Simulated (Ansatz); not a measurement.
Zone-centre phonons of Ni₃Ge at 6 GPa: input and output

All numbers below come from DFT PBEsol, scalar-relativistic, plane waves, PAW (Ansatz 0.2.0).

Launched with:
```bash
ansatz run input.yaml --threads 2 --pin off --max-ram 6144MiB --backend cpu --events-out ev --progress --plain --runs-dir out
```

Input (bare energies are in eV):
```yaml
crystal:
  lattice:
    - [3.4964885621, 0.0, 0.0]
    - [0.0, 3.4964885621, 0.0]
    - [0.0, 0.0, 3.4964885621]
  atoms:
    - { symbol: Ni, position: [0.5, 0.0, 0.5] }
    - { symbol: Ni, position: [0.0, 0.5, 0.5] }
    - { symbol: Ni, position: [0.5, 0.5, 0.0] }
    - { symbol: Ge, position: [0.0, 0.0, 0.0] }
basis:
  ecutwfc: 420
kpoints:
  mp_grid: { grid: [12, 12, 12] }
hamiltonian:
  xc: pbesol
scf:
  occupations: { method: fermi_dirac, width: 0.15 }
output:
  eigenvalues: true
phonons:
  method: dfpt
  eigenvectors: true
```

Results section of the output:
```
--- Phonons (Γ-DFPT): 3 representative perturbations + reference, on 343 of 1728 k-points (Σ response iterations 11) ---
  k mesh reduced under 8 symmetry operations, with k and −k counted as one. Each operation leaves every solved displacement unchanged or reverses it
  ASR residual: 1.313e-3 → 0.000e0 eV/Å²; symmetrization residual: 1.847e-6 eV/Å²
  ASR residual per site (eV/Å²): 1.31e-3 1.31e-3 1.31e-3 2.36e-5
  Γ frequencies (cm⁻¹): 0.00 0.00 0.00 183.63 183.63 183.63 206.97 206.97 206.97 314.24 314.24 314.24
  non-analytic LO–TO correction: not included (Born effective charges unavailable; polar crystals: no LO–TO splitting at Γ)
```

Time: 2.5 min on 2 threads of Arm Neoverse V1 (shared host), peak memory 2.2 GiB.

In a metal, frequencies and elastic constants depend on the k mesh and the smearing, soft modes and shear constants most. Spin polarisation was left out, and a magnetic state may lie lower. Other phases may be more stable at this pressure.